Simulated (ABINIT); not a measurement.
**HfO2 (Fm-3m): how ε∞ follows the gap**

The empty bands of HfO2 (Fm-3m) are shifted up rigidly by Δ, and ε∞ is computed for each shift.

The structure is cubic, space group Fm-3m (No. 225). The conventional cell has a = 5.115 Å, b = 5.115 Å, c = 5.115 Å, α = 90.00°, β = 90.00°, γ = 90.00°. Hf on site a is surrounded by 8 O at 2.21 Å. Around O on site c lie 4 Hf at 2.21 Å.

Method: ABINIT 10.8.3, LDA, independent particles, k-mesh 11×11×11, Lorentzian half width 0.04 eV.

Launch of the response step: `optic optic.abi`. The series took 1.8 min in all, its band step included, on 4 threads of Arm Neoverse N1 (shared host).

| Δ (eV) | ε∞ |
| --- | --- |
| 0.00 | 5.335 |
| 0.40 | 5.135 |
| 0.80 | 4.955 |
| 1.20 | 4.791 |
| 1.60 | 4.642 |
| 2.00 | ? |

With one effective transition at E₀ and fixed dipole strength, ε∞ − 1 = A/(E₀ + Δ), so 1/(ε∞ − 1) is linear in Δ.

Working, on the rows shown:

| x = Δ (eV) | y = 1/(ε∞ − 1) |
| --- | --- |
| 0 | 0.230681 |
| 0.4 | 0.241838 |
| 0.8 | 0.252845 |
| 1.2 | 0.263783 |
| 1.6 | 0.274574 |

Means: x̄ = 0.8, ȳ = 0.25274. Σ(x − x̄)(y − ȳ) = 0.04389, Σ(x − x̄)² = 1.6. Slope = 0.04389 / 1.6 = 0.02743; intercept = ȳ − slope · x̄ = 0.2308. Turned back into ε∞, the line misses the rows shown by at most 0.0022.

Problem. Fill in the last column of the withheld row.

Solution. At x = 2 the line gives y = 0.28566, that is 4.501. The run gave 4.505, so the extrapolation is off by 0.0044, 0.5 % of the range in the table.

Refitted with all rows, the slope is 0.02731 and the intercept 0.23087. These give E₀ = intercept/slope = 8.5 eV, far above the least direct gap of 3.72 eV: most of the screening comes from transitions well over the edge. Over the first step ε∞ falls by 9 % per eV. Excitons are left out and so are local fields; LDA gaps are as a rule too small. The values come from a sum over the points of one k-mesh and carry its error, which grows as the direct gap shrinks. Spin-orbit coupling is left out.
